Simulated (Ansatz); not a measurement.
An input for Ansatz 0.2.0 (Sc):

run.py

```python
import json

import ase.io
import numpy as np

import ansatz as az

atoms = ase.io.read("Sc.cif")
atoms.info.pop("occupancy", None)

calculation = (
    az.Crystal.from_ase(atoms)
    .calculation()
    .kpoints(0, 5, 6)
    .functional("lc_wpbe")
    .pseudopotentials(kind="paw")
    .occupations(method="fermi_dirac", width=0.01)
    .forces()
    .stress()
    .band_table(publish=True)
)
outcome = calculation.run(threads=2, events_out="events.jsonl")

report = outcome.report
for line in open("events.jsonl"):
    event = json.loads(line)
    if event["event"] == "scf_iter":
        d = event["data"]
        print(f"SCF {d['iter']:3d}  HF = {d['harris_foulkes_ev']:.6f} eV  dr2 = {d['dr2_ev']:.2e} eV")
    elif event["event"] in ("relax_step", "md_step"):
        d = event["data"]
        print(f"{event['event']} {d['step']:3d}  E = {d['lagrangian_ev']:.6f} eV")
np.set_printoptions(precision=5, suppress=True, linewidth=110)
print("converged:", report["converged"], "after", report["n_iterations"], "iterations")
print(f"free energy {report['free_energy_ev']:.6f} eV, Fermi level {report['fermi_energy_ev']:.4f} eV")
for key in ("band_edges_ev", "magnetization_mub", "site_moments_mub", "site_moments_nc_mub", "forces_ev_ang",
                "stress_gpa", "kpoints_frac", "eigenvalues_ev"):
    if report.get(key) is not None:
        print(key, np.array(report[key]), sep="\n")
```

File Sc.cif:

```cif
data_Sc
_cell_length_a 5.06428504
_cell_length_b 5.06428504
_cell_length_c 3.20072117
_cell_angle_alpha 90.05410568
_cell_angle_beta 90.05410568
_cell_angle_gamma 59.16889363
_space_group_name_H-M_alt 'P1'
_space_group_name_Hall 'P 1'
_space_group_IT_number 1
loop_
_space_group_symop_operation_xyz
'x,y,z'
loop_
_atom_site_label
_atom_site_type_symbol
_atom_site_symmetry_multiplicity
_atom_site_Wyckoff_symbol
_atom_site_fract_x
_atom_site_fract_y
_atom_site_fract_z
_atom_site_occupancy
Sc1 Sc 1 a 0.6631430000 0.6635270000 0.0165090000 1
Sc2 Sc 1 a 0.0032590000 -0.0113830000 0.5399390000 1
Sc3 Sc 1 a 0.3504860000 0.3134510000 0.9864060000 1
```

Potentials or basis: Ansatz PAW.

The run is started by

```sh
$ python run.py
```

Q: How does this run end?

A: The run stopped without a result. It printed:

Output:

```text
Traceback (most recent call last):
  File "run.py", line 22, in <module>
  [frames inside libraries left out]
ansatz.RefusalError: invalid value for `kpoints.mp_grid.grid`: each dimension must be in 1..=255
```
